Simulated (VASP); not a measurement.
# CdTe (F-43m) in VASP: a series of runs

CdTe is run at these levels: r2SCAN; tasks: single point.

Program: VASP 6.6.1. These are calculated values, not measurements. Logs are shortened: lines on timing, memory, paths and dates and some standing lists are left out, and cuts for length are marked.

**The experiment to reproduce.**

A printed reference work, data compilation reports, for a bulk crystal of CdTe at 0 K: band gap 1.607 eV.

How close the calculation comes is told below.

### Step 1. The cell of the first run

It takes space group F-43m (No. 216, cubic). The conventional cell has a = 6.490 Å, b = 6.490 Å, c = 6.490 Å, α = 90.00°, β = 90.00°, γ = 90.00°. Within 3.7 Å of Cd (site symmetry -43m) lie 4 Te at 2.81 Å. Within 3.7 Å of Te (site symmetry -43m) lie 4 Cd at 2.81 Å.

### Step 2. Single point, r2SCAN (volume scaled by 0.97)

File POSCAR:

```
CdTe
1.0
    0.0000000000      3.2447842872      3.2447842872
    3.2447842872      0.0000000000      3.2447842872
    3.2447842872      3.2447842872      0.0000000000
Cd Te
1 1
Direct
    0.0000000000      0.0000000000      0.0000000000
    0.2500000000      0.2500000000      0.2500000000
```

File INCAR.step1:

```
SYSTEM = CdTe
PREC = Accurate ; ENCUT = 520
ISMEAR = 0 ; SIGMA = 0.02
LREAL = .FALSE. ; LASPH = .TRUE.
NELM = 60 ; NBANDS = 16
GGA = PE ; ALGO = Normal
EDIFF = 1E-4 ; LWAVE = .TRUE.
LCHARG = .FALSE.
```

File INCAR.step2:

```
SYSTEM = CdTe
PREC = Accurate ; ENCUT = 520
EDIFF = 1E-6 ; ISMEAR = 0
SIGMA = 0.02 ; LREAL = .FALSE.
LASPH = .TRUE. ; NELM = 60
ALGO = Normal ; ISIF = 2
LWAVE = .FALSE. ; LCHARG = .TRUE.
METAGGA = R2SCAN ; LMIXTAU = .TRUE.
LELF = .TRUE. ; LVHAR = .TRUE.
NBANDS = 16 ; ISTART = 1
```

File KPOINTS:

```
Automatic mesh
0
G
  8 8 8
  0 0 0
```

Potentials or basis: VASP PAW PBE potentials, release 64 (Cd, Te).

Command:

```sh
> cat potpaw_PBE.64/Cd/POTCAR potpaw_PBE.64/Te/POTCAR > POTCAR
> cp INCAR.step1 INCAR
> mpirun -np 1 vasp_std > vasp.out
> cp INCAR.step2 INCAR
> mpirun -np 1 vasp_std > vasp.out
```

OUTCAR:

```text
SYSTEM = CdTe
   PREC = Accurate
   ENCUT = 520
   EDIFF = 1E-6
   ISMEAR = 0
   LREAL = .FALSE.
   LASPH = .TRUE.
   NELM = 60
   ISIF = 2
   METAGGA = R2SCAN
   ISTART = 1

 ion  position               nearest neighbor table
   1  0.000  0.000  0.000-   2 2.81   2 2.81   2 2.81   2 2.81
   2  0.250  0.250  0.250-   1 2.81   1 2.81   1 2.81   1 2.81

  LATTYP: Found a face centered cubic cell.
 ALAT       =     6.4895685744

  Lattice vectors:

 A1 = (   0.0000000000,   3.2447842872,   3.2447842872)
 A2 = (   3.2447842872,   0.0000000000,   3.2447842872)
 A3 = (   3.2447842872,   3.2447842872,   0.0000000000)

Analysis of symmetry for initial positions (statically):
=====================================================================
 Subroutine PRICEL returns:
 Original cell was already a primitive cell.

 Routine SETGRP: Setting up the symmetry group for a
 face centered cubic supercell.

 Subroutine GETGRP returns: Found 24 space group operations
 (whereof 24 operations were pure point group operations)
 out of a pool of 48 trial point group operations.

The static configuration has the point symmetry T_d .

Analysis of symmetry for dynamics (positions and initial velocities):
=====================================================================
 Subroutine PRICEL returns:
 Original cell was already a primitive cell.

 Routine SETGRP: Setting up the symmetry group for a
 face centered cubic supercell.

 Subroutine GETGRP returns: Found 24 space group operations
 (whereof 24 operations were pure point group operations)
 out of a pool of 48 trial point group operations.

The dynamic configuration has the point symmetry T_d .

 Subroutine INISYM returns: Found 24 space group operations
 (whereof 24 operations are pure point group operations),
 and found     1 'primitive' translations

----------------------------------------------------------------------------------------

                                     Primitive cell

  volume of cell :      68.3262

  direct lattice vectors                    reciprocal lattice vectors
     0.000000000  3.244784287  3.244784287    -0.154093448  0.154093448  0.154093448
     3.244784287  0.000000000  3.244784287     0.154093448 -0.154093448  0.154093448
     3.244784287  3.244784287  0.000000000     0.154093448  0.154093448 -0.154093448

  length of vectors
     4.588817946  4.588817946  4.588817946     0.266897682  0.266897682  0.266897682

  position of ions in fractional coordinates (direct lattice)
     0.000000000  0.000000000  0.000000000
     0.250000000  0.250000000  0.250000000

  ion indices of the primitive-cell ions
   primitive index   ion index
                 1           1
                 2           2

----------------------------------------------------------------------------------------

 KPOINTS: Automatic mesh

Automatic generation of k-mesh.
 Grid dimensions read from file:
 generate k-points for:    8    8    8

 Generating k-lattice:

  Cartesian coordinates                     Fractional coordinates (reciprocal lattice)
    -0.019261681  0.019261681  0.019261681     0.125000000  0.000000000  0.000000000
     0.019261681 -0.019261681  0.019261681     0.000000000  0.125000000  0.000000000
     0.019261681  0.019261681 -0.019261681     0.000000000  0.000000000  0.125000000

  Length of vectors
     0.033362210  0.033362210  0.033362210

  Shift w.r.t. Gamma in fractional coordinates (k-lattice)
     0.000000000  0.000000000  0.000000000

 Subroutine IBZKPT returns following result:
 ===========================================

 Found     29 irreducible k-points:

 Following reciprocal coordinates:
            Coordinates               Weight
  0.000000  0.000000  0.000000      1.000000
  0.125000  0.000000  0.000000      8.000000
  0.250000  0.000000  0.000000      8.000000
  0.375000  0.000000  0.000000      8.000000
  0.500000  0.000000  0.000000      4.000000
  0.125000  0.125000  0.000000      6.000000
[... 16 lines left out ...]
  0.500000  0.250000  0.125000     48.000000
 -0.375000  0.250000  0.125000     24.000000
 [... further k-points ...]
   k-points           NKPTS =     29   k-points in BZ     NKDIM =     29   number of bands    NBANDS=     16
   number of dos      NEDOS =    301   number of ions     NIONS =      2
   total plane-waves  NPLWV =  46656
   dimension x,y,z NGX =    36 NGY =   36 NGZ =   36
   dimension x,y,z NGXF=    72 NGYF=   72 NGZF=   72
   ions per type =               1   1
   NGX,Y,Z   is equivalent  to a cutoff of  13.04, 13.04, 13.04 a.u.
   NGXF,Y,Z  is equivalent  to a cutoff of  26.08, 26.08, 26.08 a.u.
 SYSTEM =  CdTe
   PREC   = accura    normal or accurate (medium, high low for compatibility)
   ISTART =      1    job   : 0-new  1-cont  2-samecut
   ICHARG =      0    charge: 1-file 2-atom 10-const
   ISPIN  =      1    spin polarized calculation?
   LNONCOLLINEAR =      F non collinear calculations
   LSORBIT =      F    spin-orbit coupling
   LASPH  =      T    aspherical Exc in radial PAW
   ENCUT  =  520.0 eV  38.22 Ry    6.18 a.u.   8.53  8.53  8.53*2*pi/ulx,y,z
   NELM   =     60;   NELMIN=  2; NELMDL=  0     # of ELM steps
   EDIFF  = 0.1E-05   stopping-criterion for ELM
   LREAL  =      F    real-space projection
   EDIFFG = 0.1E-04   stopping-criterion for IOM
   NSW    =      0    number of steps for IOM
   IBRION =     -1    ionic relax: 0-MD 1-quasi-New 2-CG
   NFREE  =      0    steps in history (QN), initial steepest desc. (CG)
   ISIF   =      2    stress and relaxation
   ISYM   =      2    0-nonsym 1-usesym 2-fastsym
   POTIM  = 0.5000    time-step for ionic-motion
   TEBEG  =    0.0;   TEEND  =   0.0 temperature during run
   PSTRESS=    0.0 pullay stress
   NELECT =      18.0000    total number of electrons
   NUPDOWN=      -1.0000    fix difference up-down
   EMIN   =  10.00;   EMAX   =-10.00  energy-range for DOS
   EFERMI =   0.00;   METHOD = LEGACY
   ISMEAR =     0;   SIGMA  =   0.02  broadening in eV -4-tet -1-fermi 0-gaus
   EFERMI_NEDOS =   21; number of points for ismear=-14 and -15
   IALGO  =     38    algorithm
   IMIX   =      4    mixing-type and parameters
     AMIX     =   0.40;   BMIX     =  1.00
     AMIX_MAG =   1.60;   BMIX_MAG =  1.00
  volume/ion in A,a.u.               =      34.16       230.54
  Fermi-wavevector in a.u.,A,eV,Ry     =   1.049470  1.983210 14.985271  1.101386
  Thomas-Fermi vector in A             =   2.184433
   LORBIT       =      0    0 simple, 1 ext, 2 COOP (PROOUT), +10 PAW based schemes
   METAGGA = R2SCAN    functional components
   LHFCALC =     F    Hartree Fock is set to
   AEXX    =    0.0000 exact exchange contribution
   IVDW    =     0    specifies the selected vdW correction
   LEPSILON=     F    determine dielectric tensor
   LRPA    =     F    only Hartree local field effects (RPA)
 non-spin polarized calculation
 Gauss-broadening in eV      SIGMA  =   0.02
  energy-cutoff  :      520.00
  volume of cell :       68.33
 maximum number of plane-waves:      1862
 NGX is ok and might be reduce to    36
   NGX = 17   NGY = 17   NGZ = 17

 number of electron      17.9999997 magnetization

 Free energy of the ion-electron system (eV)
  ---------------------------------------------------
  ext. energy  EPLUGINS =         0.00000000
  ---------------------------------------------------
  free energy    TOTEN  =       -46.63473169 eV

  energy without entropy =      -46.63473169  energy(sigma->0) =      -46.63473169

 E-fermi :   2.2015     XC(G=0):  -9.0859

 val. band max:        2.0645051776   @ k =   0.0000   0.0000   0.0000
 cond. band min:       3.3250180376   @ k =   0.0000   0.0000   0.0000
 fundamental gap:      1.2605128600
 Fermi energy:         2.2015087517

 k-point     1 :       0.0000    0.0000    0.0000
  band No.  band energies     occupation
      1      -9.4405      2.00000
      2      -6.4825      2.00000
      3      -6.4825      2.00000
      4      -6.4825      2.00000
      5      -6.2006      2.00000
      6      -6.2006      2.00000
[... 8 lines left out ...]
     15      11.8881      0.00000
     16      11.8881      0.00000

 k-point     2 :       0.1250    0.0000    0.0000
  band No.  band energies     occupation
      1      -9.3806      2.00000
      2      -6.4708      2.00000
      3      -6.4708      2.00000
      4      -6.4330      2.00000
      5      -6.2014      2.00000
      6      -6.2014      2.00000
[... 8 lines left out ...]
     15      11.1645      0.00000
     16      11.1645      0.00000

 k-point     3 :       0.2500    0.0000    0.0000
  band No.  band energies     occupation
      1      -9.2358      2.00000
      2      -6.4447      2.00000
      3      -6.4447      2.00000
      4      -6.2683      2.00000
      5      -6.2008      2.00000
      6      -6.2008      2.00000
[... 8 lines left out ...]
     15      10.9638      0.00000
     16      10.9638      0.00000

 k-point     4 :       0.3750    0.0000    0.0000
  band No.  band energies     occupation
      1      -9.0929      2.00000
      2      -6.4224      2.00000
      3      -6.4224      2.00000
      4      -6.1954      2.00000
      5      -6.1954      2.00000
      6      -5.9983      2.00000
[... 8 lines left out ...]
     15      11.8259      0.00000
     16      11.8259      0.00000
[... 324 lines left out ...]
 k-point    22 :       0.3750    0.2500    0.1250
  band No.  band energies     occupation
      1      -9.1302      2.00000
      2      -6.4150      2.00000
      3      -6.4019      2.00000
      4      -6.2505      2.00000
      5      -6.1905      2.00000
      6      -6.1111      2.00000
[... 8 lines left out ...]
     15      12.4170      0.00000
     16      13.0720      0.00000

 k-point    23 :       0.5000    0.2500    0.1250
  band No.  band energies     occupation
      1      -9.0189      2.00000
      2      -6.3931      2.00000
      3      -6.3830      2.00000
      4      -6.2287      2.00000
      5      -6.1903      2.00000
      6      -5.8740      2.00000
[... 8 lines left out ...]
     15      12.6343      0.00000
     16      13.3153      0.00000

 k-point    24 :      -0.3750    0.2500    0.1250
  band No.  band energies     occupation
      1      -8.9742      2.00000
      2      -6.3866      2.00000
      3      -6.3756      2.00000
      4      -6.2164      2.00000
      5      -6.1948      2.00000
      6      -5.7294      2.00000
[... 8 lines left out ...]
     15      12.6889      0.00000
     16      13.3070      0.00000

 [... further k-points ...]
[... 5 lines left out ...]
  --------------------------------------------------------------------------------------
  -------------------------------------------------------------------------------------
  Total        0.6334123      0.6334123      0.6334123     -0.0000000     -0.0000000     -0.0000000
  in kB       14.8528437     14.8528437     14.8528437     -0.0000000     -0.0000000     -0.0000000
  external PRESSURE =      14.8528437 kB  Pullay stress =       0.0000000 kB

 VOLUME and BASIS-vectors are now :
 -----------------------------------------------------------------------------
  energy-cutoff  :      520.00
  volume of cell :       68.33
      direct lattice vectors                 reciprocal lattice vectors
     0.000000000  3.244784287  3.244784287    -0.154093448  0.154093448  0.154093448
     3.244784287  0.000000000  3.244784287     0.154093448 -0.154093448  0.154093448
     3.244784287  3.244784287  0.000000000     0.154093448  0.154093448 -0.154093448

 POSITION                                       TOTAL-FORCE (eV/Angst)
 -----------------------------------------------------------------------------------
      0.00000      0.00000      0.00000         0.000000      0.000000     -0.000000
      1.62239      1.62239      1.62239        -0.000000     -0.000000      0.000000
 -----------------------------------------------------------------------------------
    total drift:                               -0.000001     -0.000001     -0.000001

  FREE ENERGIE OF THE ION-ELECTRON SYSTEM (eV)
  ---------------------------------------------------
  free  energy   TOTEN  =       -46.6347316934 eV

  energy  without entropy=      -46.6347316934  energy(sigma->0) =      -46.63473169
```

Run time: 93 s. Hardware: 1 thread of Intel Xeon Platinum 8488C (Sapphire Rapids), shared host; peak memory 0.23 GiB.

Results:

```
Free energy            : -46.6347 eV
Pressure               : 1.5 GPa
Band gap on the k mesh : 1.26 eV, direct
```

Caveat: the cell differs from its parent crystal (volume scaled by 0.97); the PAW data sets were made with another functional, which shifts forces and pressure a little; spin-orbit coupling is left out, which moves the levels of the heavy elements.

### Step 3. Single point, r2SCAN

This run uses another cell than the first one, of 35.22 Å³/atom, 1.031 times its volume.

File POSCAR:

```
CdTe
1.0
    0.0000000000      3.2778966179      3.2778966179
    3.2778966179      0.0000000000      3.2778966179
    3.2778966179      3.2778966179      0.0000000000
Cd Te
1 1
Direct
    0.0000000000      0.0000000000      0.0000000000
    0.2500000000      0.2500000000      0.2500000000
```

File INCAR.step1:

```
SYSTEM = CdTe
PREC     = Accurate       ! precision mode
ENCUT    = 520            ! plane-wave cutoff, eV
ISMEAR   = 0              ! smearing method
SIGMA    = 0.02           ! smearing width, eV
LREAL    = .False.        ! projectors in reciprocal space
LASPH    = .True.         ! aspherical terms in the spheres
NELM     = 100            ! most SCF steps
NBANDS   = 16             ! bands
GGA      = PE             ! functional
ALGO     = Normal         ! electronic algorithm
EDIFF    = 1E-4           ! SCF threshold, eV
LWAVE    = .True.         ! write WAVECAR
LCHARG   = .False.        ! write CHGCAR
```

File INCAR.step2:

```
SYSTEM = CdTe
PREC     = Accurate       ! precision mode
ENCUT    = 520            ! plane-wave cutoff, eV
EDIFF    = 1E-7           ! SCF threshold, eV
ISMEAR   = 0              ! smearing method
SIGMA    = 0.02           ! smearing width, eV
LREAL    = .False.        ! projectors in reciprocal space
LASPH    = .True.         ! aspherical terms in the spheres
NELM     = 100            ! most SCF steps
ALGO     = Normal         ! electronic algorithm
ISIF     = 2              ! what is computed and relaxed
LWAVE    = .False.        ! write WAVECAR
LCHARG   = .False.        ! write CHGCAR
METAGGA  = R2SCAN         ! meta-GGA
LMIXTAU  = .True.       
NBANDS   = 16             ! bands
ISTART   = 1
```

File KPOINTS:

```
Automatic mesh
0
Gamma
  8 8 8
  0 0 0
```

Potentials or basis: VASP PAW PBE potentials, release 64 (Cd, Te).

Command:

```sh
> cat potpaw_PBE.64/Cd/POTCAR potpaw_PBE.64/Te/POTCAR > POTCAR
> cp INCAR.step1 INCAR
> mpirun -np 1 vasp_std > vasp.out
> cp INCAR.step2 INCAR
> mpirun -np 1 vasp_std > vasp.out
```

It took 1.7 min on 1 thread of Intel Xeon Platinum 8488C (Sapphire Rapids), shared host; peak memory 0.23 GiB.

The run converged. Its results:

| Item | Value |
| --- | --- |
| Free energy | -46.6452 eV |
| Pressure | 0.1 GPa |
| Band gap on the k mesh | 1.16 eV, direct |

Levels at points of the mesh, in eV from the valence-band top:
```
           k point  band 5  band 6  band 7  band 8  band 9  band 10  band 11  band 12  band 13  band 14
(0.00, 0.00, 0.00)   -8.19   -8.19    0.00    0.00    0.00     1.16     5.05     5.05     5.05     7.87
(0.50, 0.00, 0.00)   -8.18   -7.84   -4.30   -0.74   -0.74     2.19     5.60     5.60     7.38     9.10
(0.50, 0.50, 0.00)   -8.16   -7.70   -4.18   -1.79   -1.79     2.95     2.99     9.26     9.64     9.64
```

Caveat: the PAW data sets were made with another functional, which shifts forces and pressure a little; spin-orbit coupling is left out, which moves the levels of the heavy elements.

### Step 4. Comparison with measurements

Step 3. Against the measured gap of CdTe, 1.607 eV (0 K; a printed reference work, data compilation), the calculated 1.16 eV is off by -0.45 eV. Spin-orbit coupling on Cd, Te is left out. The value is that of r2SCAN, without temperature or zero-point motion.
